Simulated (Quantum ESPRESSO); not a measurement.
Write the native input for Quantum ESPRESSO 7.5 that does the following.

```
Task                : single point
Functional          : PBEsol
Potentials or basis : GBRV 1.5 PBEsol
Cutoff              : 612 eV
Density cutoff      : 4898 eV
k mesh              : 7 × 7 × 7
Occupations         : fermi-dirac, width 0.05 eV
Spin                : no spin polarisation
Mixing beta         : 0.5
Most SCF iterations : 120
SCF threshold       : 8e-10 Ry
```

Crystal: Sb.

```
Sb
1.0
    -4.03001    4.03001    2.02549
     4.03001   -4.03001    2.02549
     4.03001    4.03001   -2.02549
Sb
4
Direct
  0.64724 0.14869 0.80829
  0.14489 0.34584 0.49574
  0.34758 0.85024 0.19552
  0.85045 0.64785 0.49850
```

This isn't the form of Sb at room conditions, which is rhombohedral.

The cell isn't the ideal one: atoms moved at random, drawn with an rms of 0.05 Å.

These files were run (other wordings do the same):

pw.in

```
&CONTROL
  calculation = 'scf'
  prefix = 'pwscf'
  outdir = './tmp'
  pseudo_dir = './pseudo'
  tprnfor = .true.
  tstress = .true.
  disk_io = 'nowf'
/
&SYSTEM
  ibrav = 0
  nat = 4
  ntyp = 1
  ecutwfc = 45
  ecutrho = 360
  nbnd = 40
  occupations = 'smearing'
  smearing = 'fd'
  degauss = 0.00367493
/
&ELECTRONS
  conv_thr = 8d-10
  electron_maxstep = 120
  mixing_beta = 0.5
/
ATOMIC_SPECIES
Sb   121.7600 sb_pbesol_v1.4.uspp.F.UPF
CELL_PARAMETERS angstrom
  -4.0300106443    4.0300106443    2.0254867038
   4.0300106443   -4.0300106443    2.0254867038
   4.0300106443    4.0300106443   -2.0254867038
ATOMIC_POSITIONS crystal
Sb     0.6472410000    0.1486930000    0.8082950000
Sb     0.1448940000    0.3458360000    0.4957410000
Sb     0.3475800000    0.8502440000    0.1955210000
Sb     0.8504480000    0.6478550000    0.4985030000
K_POINTS automatic
7 7 7 0 0 0
```

Potentials or basis: GBRV 1.5 PBEsol.

The run is started by

```sh
$ OMP_NUM_THREADS=1 mpirun -n 2 pw.x -nk 2 -in pw.in > pw.out
```

It gave:

```json
{
  "Pressure": "-0.8 GPa",
  "Largest force": "0.217 eV/Å",
  "Band gap on the k mesh": "none (metal or under the smearing width)"
}
```

It took 2.3 min on 2 MPI ranks on AMD EPYC 9R45 96-Core Processor (Zen 5), on a shared host, peak memory 0.96 GiB a rank.
